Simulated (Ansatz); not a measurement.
# Abstraction of Br: C4H9Br + CHBrCl → C4H9 + CHBr2Cl

Species: C4H9Br (1-bromobutane) `CCCCBr`, singlet; CHBrCl `Cl[CH]Br`, doublet; C4H9 (1-butyl radical) `[CH2]CCC`, doublet; CHBr2Cl (chlorodibromomethane) `ClC(Br)Br`, singlet. A radical takes Br: the energy is the difference in strength between two C–Br bonds in different surroundings.

Shapes, held fixed at every level: PBE0-D4/def2-TZVP. Flexible molecules stand in one conformer, not always the lowest. Programs: Ansatz 0.2.0. The zero-point and thermal change to 298 K, harmonic and unscaled (PBE0-D4/def2-TZVP), is -5.8 kJ/mol.

```json
{"level": "PBE-D4/def2-TZVPP", "kind": "GGA", "ΔH(298 K) (kJ/mol)": "+50.8"}
{"level": "r2SCAN-D4/def2-TZVPP", "kind": "meta-GGA", "ΔH(298 K) (kJ/mol)": "+49.2"}
{"level": "PBE0-D4/def2-TZVPP", "kind": "global hybrid", "ΔH(298 K) (kJ/mol)": "+52.1"}
{"level": "B2PLYP/def2-TZVPP", "kind": "double hybrid", "ΔH(298 K) (kJ/mol)": "+50.1"}
{"level": "MP2/def2-SVP", "kind": "perturbation theory", "ΔH(298 K) (kJ/mol)": "+46.7"}
{"level": "CCSD(T)/def2-SVP", "kind": "coupled cluster or CI", "ΔH(298 K) (kJ/mol)": "+52.5"}
{"level": "MP2/def2-TZVPP", "kind": "perturbation theory", "ΔH(298 K) (kJ/mol)": "+42.8"}
```

MP2/def2-TZVPP gives ΔH(298 K) = +42.8 kJ/mol; the levels span +42.8 to +52.5. The median of the levels is +50.1. No measured value is set beside it here. Open shells run unrestricted unless RO is named. Relativity is left out for Br unless named. Correlated rows may include outer-core shells of Br, which these sets cover unevenly.
